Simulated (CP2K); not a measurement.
Runs of CP2K 2026.2 on ZrN. It takes space group Fm-3m (No. 225, cubic). The conventional cell has a = 4.600 Å, b = 4.600 Å, c = 4.600 Å, α = 90.00°, β = 90.00°, γ = 90.00°. Zr (site symmetry m-3m) has 6 N at 2.30 Å as nearest neighbours. Around N (site symmetry m-3m) lie 6 Zr at 2.30 Å. 

```csv
level,potentials or basis,smearing,EPS_DEFAULT,NGRIDS,points a segment of the path (NPOINTS),bands added on the path,CUTOFF of the grids,gap on the mesh (eV),pressure (GPa)
LDA,"GTH_POTENTIALS Zr GTH-PADE-q12, N GTH-PADE-q5; TZVP-MOLOPT-PBE-GTH basis",fermi-dirac 0.1 eV,1.0E-9,5,10,2,450 Ry,none,-13.1
TB-mBJ,"POTENTIAL_UZH Zr GTH-PBE-q12, N GTH-PBE-q5; TZVP-MOLOPT-PBE-GTH basis",fermi-dirac 0.1 eV,1.0E-10,5,10,4,700 Ry,none,-
r2SCAN,"POTENTIAL_UZH Zr GTH-SCAN-q12, N GTH-SCAN-q5; TZVP-MOLOPT-SCAN-GTH basis",fermi-dirac 0.0259 eV,1.0E-9,4,8,6,700 Ry,none,(a)
PBEsol,"POTENTIAL_UZH Zr GTH-PBE-q12, N GTH-PBE-q5; TZVP-MOLOPT-PBE-GTH basis",fermi-dirac 0.05 eV,1.0E-9,4,10,2,450 Ry,none,-4.6
```

Alike in all rows: task band structure; no spin polarisation; cell as given; k mesh 10 × 10 × 10.

Estimate the missing entries.

(a) -0.1.

Caveats: the basis of atomic orbitals isn't converged, which shifts pressures, moduli and gaps; the potentials were made for another functional, which shifts forces and pressure (some runs); this is a model potential without an energy functional, so only levels have meaning (some runs).

A k mesh can miss the band edges, and the runs leave out spin-orbit coupling on Zr.

A gap of «none» marks a metal or a gap under the smearing width.

Runs at the PBE level aren't shown here.
